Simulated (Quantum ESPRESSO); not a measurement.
# GaSb (F-43m) in Quantum ESPRESSO: settings compared

One crystal, GaSb, is run at these levels: BLYP, LDA, WC; tasks: phonons.

Everything below comes from runs of Quantum ESPRESSO 7.5. Logs are shortened: lines on timing, memory, paths and dates and some standing lists are left out, and cuts for length are marked.

**Experimental background.**

From a printed reference work, data compilation, for a bulk crystal of GaSb at 4.2 K: band gap 0.811 eV (direct).

The results are compared with them further down.

**1. Starting point**

The structure is cubic, space group F-43m (No. 216). Conventional cell: a = 6.118 Å, b = 6.118 Å, c = 6.118 Å, α = 90.00°, β = 90.00°, γ = 90.00°. Sb (site symmetry -43m) has 4 Ga at 2.65 Å as nearest neighbours. Ga (site symmetry -43m) is surrounded by 4 Sb at 2.65 Å.

**2. Phonons, BLYP**

Contents of pw.in:

```
&CONTROL
  calculation = 'scf'
  prefix = 'pwscf'
  outdir = './tmp'
  pseudo_dir = './pseudo'
  tprnfor = .true.
  tstress = .true.
  disk_io = 'low'
/
&SYSTEM
  ibrav = 0
  nat = 2
  ntyp = 2
  ecutwfc = 80
  nbnd = 21
  input_dft = 'blyp'
  occupations = 'smearing'
  smearing = 'mv'
  degauss = 0.01999163
/
&ELECTRONS
  conv_thr = 4d-10
  electron_maxstep = 120
  mixing_beta = 0.5
/
ATOMIC_SPECIES
Sb   121.7600 Sb.upf
Ga    69.7230 Ga.upf
CELL_PARAMETERS angstrom
   0.0000000000    3.0590000000    3.0590000000
   3.0590000000    0.0000000000    3.0590000000
   3.0590000000    3.0590000000    0.0000000000
ATOMIC_POSITIONS crystal
Sb     0.7500000000    0.7500000000    0.7500000000
Ga     0.0000000000    0.0000000000    0.0000000000
K_POINTS automatic
8 8 8 0 0 0
```

Contents of relax.in:

```
&CONTROL
  calculation = 'vc-relax'
  prefix = 'pwscf'
  outdir = './tmp'
  pseudo_dir = './pseudo'
  tprnfor = .true.
  tstress = .true.
  disk_io = 'low'
  nstep = 40
  forc_conv_thr = 0.0001
  etot_conv_thr = 1d-06
/
&SYSTEM
  ibrav = 0
  nat = 2
  ntyp = 2
  ecutwfc = 80
  nbnd = 21
  input_dft = 'blyp'
  occupations = 'smearing'
  smearing = 'mv'
  degauss = 0.01999163
/
&ELECTRONS
  conv_thr = 4d-10
  electron_maxstep = 120
  mixing_beta = 0.5
/
&IONS
  ion_dynamics = 'bfgs'
/
&CELL
  cell_dynamics = 'bfgs'
  press = 0
  press_conv_thr = 0.2
/
ATOMIC_SPECIES
Sb   121.7600 Sb.upf
Ga    69.7230 Ga.upf
CELL_PARAMETERS angstrom
   0.0000000000    3.0590000000    3.0590000000
   3.0590000000    0.0000000000    3.0590000000
   3.0590000000    3.0590000000    0.0000000000
ATOMIC_POSITIONS crystal
Sb     0.7500000000    0.7500000000    0.7500000000
Ga     0.0000000000    0.0000000000    0.0000000000
K_POINTS automatic
8 8 8 0 0 0
```

Contents of scf2.in:

```
&CONTROL
  calculation = 'scf'
  prefix = 'pwscf'
  outdir = './tmp'
  pseudo_dir = './pseudo'
  tprnfor = .true.
  tstress = .true.
  disk_io = 'low'
/
&SYSTEM
  ibrav = 0
  nat = 2
  ntyp = 2
  ecutwfc = 80
  nbnd = 21
  input_dft = 'blyp'
  occupations = 'smearing'
  smearing = 'mv'
  degauss = 0.01999163
/
&ELECTRONS
  conv_thr = 1d-13
  electron_maxstep = 120
  mixing_beta = 0.5
  startingpot = 'file'
  startingwfc = 'file'
/
ATOMIC_SPECIES
Sb   121.7600 Sb.upf
Ga    69.7230 Ga.upf
CELL_PARAMETERS angstrom
   0.0000000000    3.1594508670    3.1594508670
   3.1594508670    0.0000000000    3.1594508670
   3.1594508670    3.1594508670    0.0000000000
ATOMIC_POSITIONS crystal
Sb     0.7500000000    0.7500000000    0.7500000000
Ga     0.0000000000    0.0000000000    0.0000000000
K_POINTS automatic
8 8 8 0 0 0
```

Contents of ph.in:

```
phonons of GaSb
&INPUTPH
  prefix = 'pwscf'
  outdir = './tmp'
  tr2_ph = 1d-16
  fildyn = 'dyn'
  niter_ph = 60
  alpha_mix(1) = 0.4
/
0.0000000000 0.0000000000 0.0000000000
```

Contents of dynmat.in:

```
&INPUT
  fildyn = 'dyn'
  asr = 'crystal'
  filout = 'dynmat.disp'
  fileig = 'dynmat.eig'
/
```

Potentials or basis: PseudoDojo 0.4.1 SR PBE standard.

Started as:

```console
$ OMP_NUM_THREADS=1 pw.x -in pw.in > pw.out
$ OMP_NUM_THREADS=1 pw.x -in relax.in > relax.out
$ OMP_NUM_THREADS=1 pw.x -in scf2.in > scf2.out
$ OMP_NUM_THREADS=1 ph.x -in ph.in > ph.out
$ OMP_NUM_THREADS=1 dynmat.x -in dynmat.in > dynmat.out
```

pw.out:

```text
This program is part of the open-source Quantum ESPRESSO suite
     for quantum simulation of materials; please cite
         "P. Giannozzi et al., J. Phys.:Condens. Matter 21 395502 (2009);
         "P. Giannozzi et al., J. Phys.:Condens. Matter 29 465901 (2017);
         "P. Giannozzi et al., J. Chem. Phys. 152 154105 (2020);
     in publications or presentations arising from this work. More details at

     IMPORTANT: XC functional enforced from input :
     Exchange-correlation= BLYP
                           (   1   3   1   3   0   0   0)
     Any further DFT definition will be discarded
     Please, verify this is what you really want

     Message from routine setup:
     using ibrav=0 with symmetry is DISCOURAGED, use correct ibrav instead

     G-vector sticks info
     --------------------
     sticks:   dense  smooth     PW     G-vecs:    dense   smooth      PW
     Sum        1483    1483    433                37461    37461    5817

     Using Slab Decomposition

     bravais-lattice index     =            0
     lattice parameter (alat)  =       8.1751  a.u.
     unit-cell volume          =     386.3359 (a.u.)^3
     number of atoms/cell      =            2
     number of atomic types    =            2
     number of electrons       =        28.00
     number of Kohn-Sham states=           21
     kinetic-energy cutoff     =      80.0000  Ry
     charge density cutoff     =     320.0000  Ry
     scf convergence threshold =      4.0E-10
     mixing beta               =       0.5000
     number of iterations used =            8  plain     mixing
     Exchange-correlation= BLYP
                           (   1   3   1   3   0   0   0)

     celldm(1)=   8.175105  celldm(2)=   0.000000  celldm(3)=   0.000000
     celldm(4)=   0.000000  celldm(5)=   0.000000  celldm(6)=   0.000000

     crystal axes: (cart. coord. in units of alat)
               a(1) = (   0.000000   0.707107   0.707107 )
               a(2) = (   0.707107   0.000000   0.707107 )
               a(3) = (   0.707107   0.707107   0.000000 )

     reciprocal axes: (cart. coord. in units 2 pi/alat)
               b(1) = ( -0.707107  0.707107  0.707107 )
               b(2) = (  0.707107 -0.707107  0.707107 )
               b(3) = (  0.707107  0.707107 -0.707107 )

     PseudoPot. # 1 for Sb read from file:
     Sb.upf
     Pseudo is Norm-conserving + core correction, Zval = 15.0
     Generated using ONCVPSP code by D. R. Hamann
     Using radial grid of 1434 points,  6 beta functions with:
                l(1) =   0
                l(2) =   0
                l(3) =   1
                l(4) =   1
                l(5) =   2
                l(6) =   2

     PseudoPot. # 2 for Ga read from file:
     Ga.upf
     Pseudo is Norm-conserving + core correction, Zval = 13.0
     Generated using ONCVPSP code by D. R. Hamann
     Using radial grid of 1902 points,  6 beta functions with:
                l(1) =   0
                l(2) =   0
                l(3) =   1
                l(4) =   1
                l(5) =   2
                l(6) =   2

     atomic species   valence    mass     pseudopotential
     Sb               15.00   121.76000     Sb( 1.00)
     Ga               13.00    69.72300     Ga( 1.00)

     24 Sym. Ops. (no inversion) found

   Cartesian axes

     site n.     atom                  positions (alat units)
         1        Sb     tau(   1) = (   1.0606602   1.0606602   1.0606602  )
         2        Ga     tau(   2) = (   0.0000000   0.0000000   0.0000000  )

     number of k points=    29  Marzari-Vanderbilt smearing, width (Ry)=  0.0200
                       cart. coord. in units 2pi/alat
        k(    1) = (   0.0000000   0.0000000   0.0000000), wk =   0.0039062
        k(    2) = (   0.0883883   0.0883883  -0.0883883), wk =   0.0312500
        k(    3) = (   0.1767767   0.1767767  -0.1767767), wk =   0.0312500
        k(    4) = (   0.2651650   0.2651650  -0.2651650), wk =   0.0312500
        k(    5) = (  -0.3535534  -0.3535534   0.3535534), wk =   0.0156250
        k(    6) = (   0.1767767   0.0000000   0.0000000), wk =   0.0234375
[... 21 lines left out ...]
        k(   28) = (  -0.7071068   0.1767767  -0.0000000), wk =   0.0468750
        k(   29) = (  -0.7071068   0.3535534   0.0000000), wk =   0.0234375

     Dense  grid:    37461 G-vectors     FFT dimensions: (  48,  48,  48)

     Initial potential from superposition of free atoms

     starting charge      27.9968, renormalised to      28.0000
     Starting wfcs are   18 randomized atomic wfcs +    3 random wfcs

     Self-consistent Calculation

     iteration #  1     ecut=    80.00 Ry     beta= 0.50
     Davidson diagonalization with overlap
     ethr =  1.00E-02,  avg # of iterations =  5.6

     Threshold (ethr) on eigenvalues was too large:
     Diagonalizing with lowered threshold

     Davidson diagonalization with overlap
     ethr =  1.20E-04,  avg # of iterations =  3.4

     total energy              =    -334.25476908 Ry
     estimated scf accuracy    <       0.03475328 Ry

     iteration #  2     ecut=    80.00 Ry     beta= 0.50
     Davidson diagonalization with overlap
     ethr =  1.24E-04,  avg # of iterations =  1.0
[... 4 lines left out ...]
     iteration #  3     ecut=    80.00 Ry     beta= 0.50
     Davidson diagonalization with overlap
     ethr =  2.04E-05,  avg # of iterations =  3.0

     total energy              =    -334.25605770 Ry
     estimated scf accuracy    <       0.00025858 Ry

     iteration #  4     ecut=    80.00 Ry     beta= 0.50
     Davidson diagonalization with overlap
     c_bands:  1 eigenvalues not converged
     c_bands:  1 eigenvalues not converged
     ethr =  9.24E-07,  avg # of iterations =  8.0

     total energy              =    -334.25609631 Ry
     estimated scf accuracy    <       0.00003024 Ry

     iteration #  5     ecut=    80.00 Ry     beta= 0.50
     Davidson diagonalization with overlap
     ethr =  1.08E-07,  avg # of iterations =  2.2

     total energy              =    -334.25609923 Ry
     estimated scf accuracy    <       0.00000129 Ry
[... 19 lines left out ...]
     total energy              =    -334.25609971 Ry
     estimated scf accuracy    <          3.3E-09 Ry

     iteration #  9     ecut=    80.00 Ry     beta= 0.50
     Davidson diagonalization with overlap
     ethr =  9.03E-12,  avg # of iterations =  2.0

     End of self-consistent calculation

          k = 0.0000 0.0000 0.0000 (  4645 PWs)   bands (ev):

   -20.0746 -20.0746 -20.0746 -20.0548 -20.0548  -6.2984  -6.2984  -6.2984
    -6.2479  -6.2479  -2.7865   8.5163   8.7250   8.7250   8.7250  11.5561
    11.5561  11.5561  14.8187  17.6627  17.6627

          k = 0.0884 0.0884-0.0884 (  4684 PWs)   bands (ev):

   -20.0745 -20.0741 -20.0741 -20.0548 -20.0548  -6.3028  -6.2965  -6.2965
    -6.2482  -6.2482  -2.6283   6.6369   8.4776   8.4776   9.6489  11.8965
    11.8965  12.1910  15.6101  16.8375  16.8375
[... 13 lines left out ...]
          k =-0.3536-0.3536 0.3536 (  4664 PWs)   bands (ev):

   -20.0740 -20.0719 -20.0719 -20.0540 -20.0540  -6.3274  -6.2871  -6.2871
    -6.2480  -6.2480  -1.1933   2.3613   7.5860   7.5860   9.0875  12.5724
    12.5724  15.4930  18.2058  18.8920  18.9209

          k = 0.1768 0.0000 0.0000 (  4673 PWs)   bands (ev):

   -20.0750 -20.0737 -20.0737 -20.0551 -20.0544  -6.3063  -6.2947  -6.2947
    -6.2493  -6.2475  -2.5749   6.5561   8.0644   8.0644  10.3335  11.2426
    12.4908  12.4908  15.7666  15.9056  17.8743

          k = 0.2652 0.0884-0.0884 (  4676 PWs)   bands (ev):

   -20.0751 -20.0728 -20.0727 -20.0551 -20.0540  -6.3150  -6.2911  -6.2903
    -6.2506  -6.2473  -2.2189   5.0682   7.5398   7.5971  10.5004  11.5061
    13.1924  13.4403  15.6514  17.0015  17.6360
[... 19 lines left out ...]
          k =-0.0884-0.2652 0.2652 (  4679 PWs)   bands (ev):

   -20.0742 -20.0727 -20.0724 -20.0546 -20.0540  -6.3199  -6.2900  -6.2880
    -6.2497  -6.2481  -1.8502   3.9749   6.6893   7.9895  10.2854  12.5371
    12.7114  14.1113  16.0100  16.9560  18.2607

          k = 0.0000-0.1768 0.1768 (  4683 PWs)   bands (ev):

   -20.0745 -20.0737 -20.0732 -20.0549 -20.0544  -6.3099  -6.2945  -6.2922
    -6.2492  -6.2479  -2.3713   5.5318   7.3858   8.4274  10.2451  11.9990
    12.1246  13.2936  15.9829  16.5625  16.8315

          k = 0.3536 0.0000 0.0000 (  4664 PWs)   bands (ev):

   -20.0761 -20.0716 -20.0716 -20.0556 -20.0533  -6.3236  -6.2856  -6.2856
    -6.2534  -6.2465  -1.9618   4.5781   7.0948   7.0948  10.0640  11.4756
    14.2545  14.2545  15.3670  18.0398  18.5114

          k = 0.4419 0.0884-0.0884 (  4669 PWs)   bands (ev):

   -20.0761 -20.0708 -20.0706 -20.0557 -20.0529  -6.3315  -6.2819  -6.2811
    -6.2549  -6.2462  -1.4556   3.4767   6.4294   6.7901  10.2709  11.5000
    14.2286  14.8128  17.1708  18.8066  19.0536
[... 7 lines left out ...]
          k =-0.0884-0.4419 0.4419 (  4659 PWs)   bands (ev):

   -20.0739 -20.0716 -20.0706 -20.0546 -20.0535  -6.3339  -6.2821  -6.2808
    -6.2514  -6.2487  -0.8044   2.3903   5.3513   7.0379  10.5368  13.4152
    14.1370  15.0580  16.0753  17.1875  19.4479

          k = 0.0000-0.3536 0.3536 (  4672 PWs)   bands (ev):

   -20.0736 -20.0722 -20.0716 -20.0543 -20.0541  -6.3281  -6.2851  -6.2843
    -6.2499  -6.2492  -1.3058   3.1429   5.6044   7.5184  10.7156  13.3700
    13.4962  13.9014  16.0822  17.4826  19.5544

          k = 0.5303-0.0000 0.0000 (  4672 PWs)   bands (ev):

   -20.0772 -20.0696 -20.0696 -20.0562 -20.0522  -6.3393  -6.2762  -6.2762
    -6.2583  -6.2455  -1.0469   2.8249   6.4279   6.4279   9.7186  10.6595
    16.1513  16.1513  17.1114  19.5792  20.0331

          k =-0.0884-0.6187 0.6187 (  4677 PWs)   bands (ev):

   -20.0769 -20.0693 -20.0691 -20.0562 -20.0521  -6.3424  -6.2752  -6.2742
    -6.2583  -6.2457  -0.5710   2.1606   5.8302   6.3490  10.0034  10.9430
    15.9821  16.3787  18.3558  19.6018  19.6311

          k = 0.0000-0.5303 0.5303 (  4660 PWs)   bands (ev):

   -20.0755 -20.0702 -20.0695 -20.0555 -20.0527  -6.3398  -6.2781  -6.2760
    -6.2553  -6.2473  -0.4464   2.0471   5.2043   6.5720  10.2331  12.6740
    15.3525  15.5637  16.4319  17.8923  19.9772

          k =-0.7071 0.0000 0.0000 (  4720 PWs)   bands (ev):

   -20.0776 -20.0687 -20.0687 -20.0565 -20.0518  -6.3455  -6.2723  -6.2723
    -6.2605  -6.2450  -0.3797   1.8734   6.1958   6.1958   9.7204  10.1474
    17.3685  17.3685  18.8531  19.6002  19.9860

          k = 0.3536 0.1768 0.0000 (  4687 PWs)   bands (ev):

   -20.0751 -20.0720 -20.0717 -20.0552 -20.0535  -6.3237  -6.2872  -6.2856
    -6.2520  -6.2471  -1.7871   4.0593   6.4490   7.4412  10.9215  11.6633
    13.3672  14.0218  16.2440  18.0044  18.2862

          k =-0.2652-0.4419 0.6187 (  4669 PWs)   bands (ev):

   -20.0744 -20.0719 -20.0708 -20.0549 -20.0534  -6.3306  -6.2842  -6.2822
    -6.2520  -6.2477  -1.1945   2.9211   5.8552   7.0493  11.0438  12.2487
    13.5005  14.5948  17.3009  17.7130  19.2132
[... 13 lines left out ...]
          k =-0.0884-0.4419 0.6187 (  4659 PWs)   bands (ev):

   -20.0748 -20.0714 -20.0692 -20.0554 -20.0529  -6.3384  -6.2798  -6.2762
    -6.2543  -6.2478  -0.5258   2.1586   5.3603   6.2421  11.1211  12.7339
    13.7389  15.3039  17.0647  19.3708  19.7949

          k = 0.0000-0.3536 0.5303 (  4667 PWs)   bands (ev):

   -20.0738 -20.0723 -20.0697 -20.0549 -20.0533  -6.3358  -6.2816  -6.2781
    -6.2525  -6.2487  -0.6832   2.3528   5.2393   6.5407  11.3555  13.1386
    13.4891  15.0682  16.4941  17.7128  19.9757

          k =-0.7071 0.1768-0.0000 (  4668 PWs)   bands (ev):

   -20.0764 -20.0699 -20.0687 -20.0560 -20.0522  -6.3426  -6.2758  -6.2738
    -6.2574  -6.2464  -0.3599   1.9315   5.7885   5.9115  10.7075  11.0723
    15.7190  15.7967  18.7181  19.0362  19.9735

          k =-0.7071 0.3536 0.0000 (  4648 PWs)   bands (ev):

   -20.0740 -20.0723 -20.0687 -20.0553 -20.0529  -6.3393  -6.2797  -6.2750
    -6.2538  -6.2486  -0.3397   1.9945   5.4586   5.6766  12.3463  13.1788
    13.2212  13.6578  18.7411  18.9758  19.9749

     the Fermi energy is     8.7210 ev

!    total energy              =    -334.25609972 Ry
     estimated scf accuracy    <          3.7E-11 Ry
     smearing contrib. (-TS)   =       0.00026526 Ry
     internal energy E=F+TS    =    -334.25636498 Ry

     The total energy is F=E-TS. E is the sum of the following terms:
     one-electron contribution =    -165.34287206 Ry
     hartree contribution      =     101.09635741 Ry
     xc contribution           =     -86.71017457 Ry
     ewald contribution        =    -183.29967577 Ry

     convergence has been achieved in   9 iterations

     Forces acting on atoms (cartesian axes, Ry/au):

     atom    1 type  1   force =    -0.00000000    0.00000000   -0.00000000
     atom    2 type  2   force =     0.00000000    0.00000000   -0.00000000

     Total force =     0.000000     Total SCF correction =     0.000000

     Computing stress (Cartesian axis) and pressure

          total   stress  (Ry/bohr**3)                   (kbar)     P=       51.36
   0.00034912  -0.00000000  -0.00000000           51.36       -0.00       -0.00
  -0.00000000   0.00034912  -0.00000000           -0.00       51.36       -0.00
  -0.00000000  -0.00000000   0.00034912           -0.00       -0.00       51.36

=------------------------------------------------------------------------------=
   JOB DONE.
=------------------------------------------------------------------------------=
```

Run time: 19 min. Hardware: 1 thread of Intel Xeon Platinum 8488C (Sapphire Rapids), shared host; peak memory 0.13 GiB.

What came out:

* Free energy: -4547.8830 eV
* Relaxed volume: 31.54 Å³/atom
* Relaxed cell: a = 4.468 Å, b = 4.468 Å, c = 4.468 Å, α = 60.00°, β = 60.00°, γ = 60.00°
* Space group after relaxing (to 0.05 Å): F-43m (No. 216)
* Pressure after relaxing: 0.5 GPa
* Band gap on the k mesh: none (metal or under the smearing width)
* Highest phonon frequency at Γ: 194 cm⁻¹

The path:
```
step  energy change (eV)  largest force (eV/Å)  pressure (GPa)  volume (Å³)
   1              0.0000                0.0000            5.14        57.25
   2             -0.0412                0.0000            3.61        58.76
   3             -0.0711                0.0000            2.08        60.46
   4             -0.0877                0.0000            0.12        62.92
   5             -0.0878                0.0000            0.00        63.08
   6             -0.0878                0.0000            0.00        63.08
```

Final structure:
```
CELL_PARAMETERS angstrom
0.00000 3.15945 3.15945
3.15945 0.00000 3.15945
3.15945 3.15945 0.00000
ATOMIC_POSITIONS crystal
Sb 0.75000 0.75000 0.75000
Ga 0.00000 0.00000 0.00000
```

Phonon frequencies in cm⁻¹ (negative: imaginary):
| q point | frequencies |
| --- | --- |
| (0.000, 0.000, 0.000) | 29 29 29 194 194 194 |

Optical modes at Γ, degenerate ones joined:
| cm⁻¹ | components | symmetry | active in |
| --- | --- | --- | --- |
| 192 | 3 | T2 | IR and Raman |

Caveat: the potentials were made for another functional, which shifts forces and pressure; before the sum rule the acoustic modes lie tens of cm⁻¹ from zero, a sign that the density grid also shifts the optical modes; this crystal is a semiconductor, whose small gap the functional closes, so the metal is an error of the method.

(Continued in part 2 of 3.)
